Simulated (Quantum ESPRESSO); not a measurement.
**Sr and the effect of the dispersion correction**

The cell as given:

```
Sr
1.0
     0.00000    3.04235    3.04235
     3.04235    0.00000    3.04235
     3.04235    3.04235    0.00000
Sr
1
Cartesian
  0.0000 0.0000 0.0000
```

Kept alike: task relaxation of cell and atoms; functional RPBE; k mesh 8 × 8 × 8; occupations fermi-dirac, width 0.05 eV; no spin polarisation. Program: Quantum ESPRESSO, PseudoDojo 0.4.1 SR PBE standard, cutoff 925 eV. The mesh is that of the run's cell of 1 atom. No spin-orbit coupling.

| dispersion correction | volume (Å³/atom) |
| --- | --- |
| D3(zero) | 58.079 |
| none | 58.156 |

The relaxations keep at least the cell's symmetry (Fm-3m). For a metal such a mesh leaves the last digits unconverged. Relaxations stop with a little pressure left, so the last digits of a volume or edge aren't settled. Runs of this series that gave no sound value for these columns are left out. All rows use potentials made for PBE.

The volume runs from 58.079 (D3(zero)) to 58.156 Å³/atom (none). Against no correction: D3(zero) -0.1 %. Dispersion terms mostly attract and so lower the volume; the schemes' coefficients and damping set how far.
